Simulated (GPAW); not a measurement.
# NiO (Fm-3m) in GPAW: a series of runs, part 2 of 2

GPAW 26.7.0.

### 3 Dielectric tensor, PBE+U, collinear spin, ferromagnetic start

Contents of run.py:

```python
import numpy as np
import spglib
from ase import Atoms
from ase.dft.bandgap import bandgap
from ase.io import read, write
from gpaw import GPAW, PW
from gpaw.response.df import DielectricFunction

atoms = read('NiO.cif')
cell, positions, numbers = spglib.find_primitive(
    (atoms.cell[:], atoms.get_scaled_positions(), atoms.numbers), symprec=1e-4)
atoms = Atoms(numbers, cell=cell, scaled_positions=positions, pbc=True)
atoms.set_initial_magnetic_moments([1.0, 0.0])

calc = GPAW(mode=PW(650),
            xc='PBE',
            kpts={'size': (9, 9, 9), 'gamma': True},
            occupations={'name': 'fermi-dirac', 'width': 0.05},
            setups={'Ni': ':d,5.0'},
            nbands=22,
            convergence={'density': 1e-06},
            maxiter=100,
            txt='gpaw.txt')
atoms.calc = calc
energy = atoms.get_potential_energy()
calc.write('gs.gpw')
write('result.traj', atoms)
print(f'Energy: {energy:.6f} eV')
print('Moments:', calc.get_magnetic_moments().round(3))
print('Fermi level:', round(calc.get_fermi_level(), 4), 'eV')
print(f'Gap: {bandgap(calc)[0]:.4f} eV, direct: {bandgap(calc, direct=True)[0]:.4f} eV')

for size in [(19, 19, 19), (28, 28, 28)]:
    name = 'x'.join(str(n) for n in size)
    dense = calc.fixed_density(kpts={'size': size, 'gamma': True},
                               nbands=57, convergence={'bands': 51},
                               update_fermi_level=True, txt=f'dense-{name}.txt')
    dense.write(f'{name}.gpw', mode='all')
    df = DielectricFunction(f'{name}.gpw', frequencies=np.array([0.0]), hilbert=False, eta=0.001,
                            ecut=30, nbands=51, intraband=False, txt=f'df-{name}.txt')
    for xc in ['RPA']:
        for direction in ['x', 'y', 'z', [0, 1, 1], [1, 0, 1], [1, 1, 0]]:
            e0, e = df.get_macroscopic_dielectric_constant(xc=xc, direction=direction)
            print(f'{name} {xc} {direction}: {e0:.4f} without, {e:.4f} with local fields')
```

NiO.cif is that of step 2.

Potentials or basis: GPAW PAW data sets (gpaw-data 1.2.1), pw.

On the command line:

```sh
$ OMP_NUM_THREADS=1 python run.py
```

gpaw.txt:

```text
__  _  _
 | _ |_)|_||  |
 |__||  | ||/\| - 26.7.0

Input parameters:
  mode=PW(ecut=650.0),
  convergence={'density': 1e-06},
  kpts=MonkhorstPack(size=(9, 9, 9), gamma=True),
  maxiter=100,
  nbands=22,
  occupations=Occupations(name='fermi-dirac', width=0.05),
  setups={'Ni': ':d,5.0'},
  xc=XC(name='PBE')

Diagonalizing LCAO Hamiltonian
Converting LCAO to pw mode

              O

       Ni

Atoms  # Å, Bohr magnetons
|   | symbol |        x |        y |        z |    initial magnetic moments |
|---|--------|----------|----------|----------|-----------------------------|
| 0 |     Ni | 0.000000 | 0.000000 | 0.000000 | ( 0.0000,  0.0000,  1.0000) |
| 1 |      O | 2.085902 | 2.085902 | 2.085902 | ( 0.0000,  0.0000,  0.0000) |

Unit cell  # Å
| periodic |        x |        y |        z |  lengths |    angles |
|----------|----------|----------|----------|----------|-----------|
|      yes | 0.000000 | 2.085902 | 2.085902 | 2.949910 | 60.000000 |
|      yes | 2.085902 | 0.000000 | 2.085902 | 2.949910 | 60.000000 |
|      yes | 2.085902 | 2.085902 | 0.000000 | 2.949910 | 60.000000 |

Number of symmetries: 48
Symmetry operations  # r_c * U_cc + t_c -> r_c
|    | kind |            matrix            |
|----|------|------------------------------|
|  0 |  σ   |  1, 0, 0,  1, 0,-1,  1,-1, 0 |
|  1 |  C2  |  1, 0, 0,  1,-1, 0,  1, 0,-1 |
|  2 |  E   |  1, 0, 0,  0, 1, 0,  0, 0, 1 |
[... 184 lines left out ...]
|iter:   7| |  -12.709190 | -4.28 | -2.43 |  +1.9792|
|iter:   8| |  -12.710324c| -4.79 | -2.54 |  +1.9955|
|iter:   9| |  -12.710347c| -6.23 | -3.35 |  +1.9991|
|iter:  10| |  -12.710348c| -7.58c| -3.86 |  +2.0001|
|iter:  11| |  -12.710348c| -8.15c| -4.19 |  +2.0000|
|iter:  12| |  -12.710348c| -8.21c| -5.01 |  +2.0000|
|iter:  13| |  -12.710348c| -8.83c| -5.49 |  +2.0000|
|iter:  14| |  -12.710348c| -9.71c| -6.43c|  +2.0000|

Converged in 14 steps
Energy contributions relative to reference atoms: (reference = -43408.850748)

Energy contributions:
  Kinetic:          36.033472
  Coulomb:         -30.041023
  Zero:              0.181727
  External:          0.000000
  Xc:              -18.884524
  Entropy:          -0.000000
  Spinorbit:         0.000000
  ----------------------------
  Free energy:     -12.710348
  Extrapolated:    -12.710348

dipole moment: (-8.403478, -8.403478, -8.403478)  # |e|*Ang

Total magnetic moment: (0.000000, 0.000000, 1.999999)

Local magnetic moments
|        x |        y |        z |
|----------|----------|----------|
| 0.000000 | 0.000000 | 1.784288 |  # Ni   0
| 0.000000 | 0.000000 | 0.152465 |  # O    1

Fermi level: 8.436
Eigenvalues  # (at kpt = [0.000, 0.000, 0.000])
| band index |      eig [eV] | occ [0-1] |      eig [eV] | occ [0-1] |
|------------|---------------|-----------|---------------|-----------|
|          0 |       -56.891 |     1.000 |       -54.690 |     1.000 |
|        ... |               |           |               |           |
|          3 |       -11.949 |     1.000 |       -11.626 |     1.000 |
|          4 |         1.890 |     1.000 |         3.894 |     1.000 |
|          5 |         1.890 |     1.000 |         3.894 |     1.000 |
|          6 |         2.861 |     1.000 |         3.894 |     1.000 |
|          7 |         2.861 |     1.000 |         5.883 |     1.000 |
|          8 |         2.861 |     1.000 |         5.883 |     1.000 |
[... 8 lines left out ...]
|         17 |        30.022 |     0.000 |        30.629 |     0.000 |
|         18 |        30.022 |     0.000 |        30.629 |     0.000 |
|        ... |               |           |               |           |
|         21 |        32.654 |     0.000 |        35.263 |     0.000 |

Gap: 2.261 eV
Transition (v -> c):
  (s=0, k=34, n=11, [0.44, 0.44, 0.44]) -> (s=0, k=0, n=12, [0.00, 0.00, 0.00])
Direct/indirect transitions are different
Direct gap: 3.039 eV
Transition at: (s=0->1, k=18, n=11, [0.44, 0.22, 0.22])
# Writing to gs.gpw (mode='')
```

df-19x19x19.txt:

```text
FrequencyGridDescriptor(from 0.000 to 0.000 eV, 1 points)
FrequencyGridDescriptor(from 0.000 to 0.000 eV, 1 points)

Calculating chi0 body with:
    Ground state adapter containing:
    Number of spins: 2
    Number of kpoints: 6859
    Number of irreducible kpoints: 220
    Number of completely occupied states: 10
    Number of partially occupied states: 12

    Linear response parametrization:
    q_c: [0.0, 0.0, 0.0]
    Number of frequency points: 1
    Planewave cutoff: 30.0
    Number of bands: 51
    Number of planewaves: 9
    Broadening (eta): 0.001

Integrating chi0 body.

Symmetries of q_c:
    Direct symmetries (Uq -> q): 48
    Indirect symmetries (TUq -> q): 0
In total 48 allowed symmetries.

Integral kind: response function

Calculating chi0 optical extensions with:
    Ground state adapter containing:
    Number of spins: 2
    Number of kpoints: 6859
    Number of irreducible kpoints: 220
    Number of completely occupied states: 10
    Number of partially occupied states: 12

    Linear response parametrization:
    Number of frequency points: 1
    Planewave cutoff: 30.0
    Number of bands: 51
    Number of planewaves: 9
    Broadening (eta): 0.001
Integrating chi0 head and wings.

Symmetries of q_c:
    Direct symmetries (Uq -> q): 48
    Indirect symmetries (TUq -> q): 0
In total 48 allowed symmetries.

Integral kind: response function wings

Finished calculating chi0
```

Run time: 34 min. Hardware: 1 thread of Arm Neoverse V1, shared host; peak memory 1.5 GiB.

What came out:

```yaml
Free_energy: -12.7103 eV
Band_gap_on_the_k_mesh: 2.26 eV, indirect (least direct gap 3.04 eV)
Net_moment: 2.00 μB per cell
Site_moments: Ni +1.78; O +0.15 μB
Electronic_dielectric_tensor_diagonal: 4.68
```

Electronic dielectric tensor:
```
4.68 0.00 0.00
0.00 4.68 0.00
0.00 0.00 4.68
```

Caveat: the long-wavelength limit can be off by several per cent where d states take part; response on these states lacks terms of the Hamiltonian; a cell with one magnetic atom can't hold antiferromagnetic order, which such compounds often take.
